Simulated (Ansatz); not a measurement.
Input and command of a calculation in Ansatz (plane waves; scalar-relativistic PAW potentials unless the input names others):

```yaml
crystal:
  lattice:
    - [3.32099041, 0.0, 0.0]
    - [-1.660495205, 2.8760620608, 0.0]
    - [0.0, 0.0, 15.0429373666]
  atoms:
    - { symbol: W, position: [0.6666666667, 0.3333333333, 0.75] }
    - { symbol: W, position: [0.3333333333, 0.6666666667, 0.25] }
    - { symbol: Se, position: [0.3333333333, 0.6666666667, 0.8615489689] }
    - { symbol: Se, position: [0.6666666667, 0.3333333333, 0.3615489689] }
    - { symbol: Se, position: [0.3333333333, 0.6666666667, 0.6384510311] }
    - { symbol: Se, position: [0.6666666667, 0.3333333333, 0.1384510311] }
kpoints:
  mp_grid: { grid: [12, 12, 2] }
hamiltonian:
  xc: pbe
  pseudopotentials: { kind: nc }
scf:
  occupations: { method: gaussian, width: 0.02 }
output:
  forces: true
  eigenvalues: true
  stress: true
```

```bash
ansatz run input.yaml --threads 1 --pin off --max-ram 2560MiB --backend cpu --events-out ev --progress --plain --runs-dir out
```

Abridged log:
```
Basis set: ecut = 1170.089609 eV, 13115 PW (Γ), exchange–correlation on 80×80×360 points (8 copies of the dense FFT grid, shifted against one another)
Bands: 56, of which v1, the nominal top of the filled ones, is band 46 counted from 1 (45 counted from 0)
Symmetry: 24 space group operations
k-points: 38 of 288
SCF iter   1: F=—  HF=-17328.488994 eV  |F-HF|=—  |Δ(HF+E_count)|=         —  Δρ=3.35e-2  dr2=5.51e0  ethr=3.10e-3  ⟨swp⟩=8.9  Hψ=9965  notcnv=0
SCF iter   2: F=—  HF=-17327.684677 eV  |F-HF|=—  |Δ(HF+E_count)|=   8.04e-1  Δρ=2.06e-2  dr2=7.90e-1  ethr=3.10e-3  ⟨swp⟩=2.9  Hψ=3146  notcnv=0  defer=112
SCF iter   3: F=—  HF=-17327.510451 eV  |F-HF|=—  |Δ(HF+E_count)|=   1.74e-1  Δρ=8.36e-3  dr2=2.86e-1  ethr=8.59e-4  ⟨swp⟩=3.0  Hψ=3074  notcnv=0  defer=36
automatic band count: iteration 3 solves 54 bands in place of 56: the levels show a gap, and the empty bands left out lie too high to hold charge; the band table lists the bands solved (type scf.n_extra_bands for more)
SCF iter   4: F=—  HF=-17327.464757 eV  |F-HF|=—  |Δ(HF+E_count)|=   4.57e-2  Δρ=2.28e-3  dr2=1.15e-2  ethr=3.11e-4  ⟨swp⟩=2.9  Hψ=3009  notcnv=0  defer=36
SCF iter   5: F=—  HF=-17327.468460 eV  |F-HF|=—  |Δ(HF+E_count)|=   3.70e-3  Δρ=6.12e-4  dr2=1.75e-3  ethr=1.25e-5  ⟨swp⟩=2.0  Hψ=3136  notcnv=0  defer=74
SCF iter   6: F=—  HF=-17327.469332 eV  |F-HF|=—  |Δ(HF+E_count)|=   8.72e-4  Δρ=1.99e-4  dr2=8.43e-5  ethr=1.90e-6  ⟨swp⟩=2.0  Hψ=2675  notcnv=0  defer=74
SCF iter   7: F=—  HF=-17327.469645 eV  |F-HF|=—  |Δ(HF+E_count)|=   3.13e-4  Δρ=5.16e-5  dr2=4.13e-6  ethr=9.16e-8  ⟨swp⟩=2.4  Hψ=2770  notcnv=0  defer=74
SCF iter   8: F=—  HF=-17327.469657 eV  |F-HF|=—  |Δ(HF+E_count)|=   1.21e-5  Δρ=1.43e-5  dr2=4.58e-7  ethr=4.49e-9  ⟨swp⟩=2.5  Hψ=3323  notcnv=0  defer=74
SCF iter   9: F=-17327.469658 eV  HF=-17327.469658 eV  |F-HF|=2.72e-8  |Δ(HF+E_count)|=   6.46e-7  Δρ=2.65e-6  dr2=7.29e-9  ethr=1.09e-10  ⟨swp⟩=11.2  Hψ=10900  notcnv=0
SCF 1 converged in 9 iterations: F = -17327.469658 eV  dr2 = 7.29e-9
SCF converged after 9 iterations
Free energy (F): -17327.469658 eV
Harris-Foulkes:  -17327.469658 eV  (|F-HF|=2.72e-8)
Internal energy: -17327.469658 eV  (E = F + TS)
E sigma→0 (E₀):  -17327.469658 eV
Fermi energy:    11.035930 eV
--- Forces (eV/Å), atoms counted from 1 ---
  atom   1  W      0.00000000     0.00000000     0.00000000
  atom   2  W      0.00000000     0.00000000     0.00000000
  atom   3  Se     0.00000000     0.00000000     0.01023531
  atom   4  Se     0.00000000     0.00000000     0.01023531
  atom   5  Se     0.00000000     0.00000000    -0.01023531
  atom   6  Se     0.00000000     0.00000000    -0.01023531
--- Stress (GPa, compression-positive) ---
        0.057476       0.000000       0.000000
        0.000000       0.057476       0.000000
        0.000000       0.000000       0.102645
  P = ⅓ Tr σ = 0.0725 GPa (0.725 kbar)
```

Apart from outputs, empty bands and the relaxation, which only the reference makes, the input differs from a reference run on usual settings in hamiltonian.pseudopotentials: not typed → {"kind": "nc"}; basis.ecutwfc: 420 → not typed. The reference, at the same geometry, ended its own course with pressure 0.01 GPa, largest force 0.001 eV/Å, gap on the mesh 1.46 eV. This run converged in 9 SCF iterations with a total energy on another zero, pressure 0.07 GPa, largest force 0.010 eV/Å, gap on the mesh 1.45 eV.

Time: 42 s on 1 thread of Intel(R) Xeon(R) 6975P-C (Granite Rapids) (shared host), peak memory 1.1 GiB.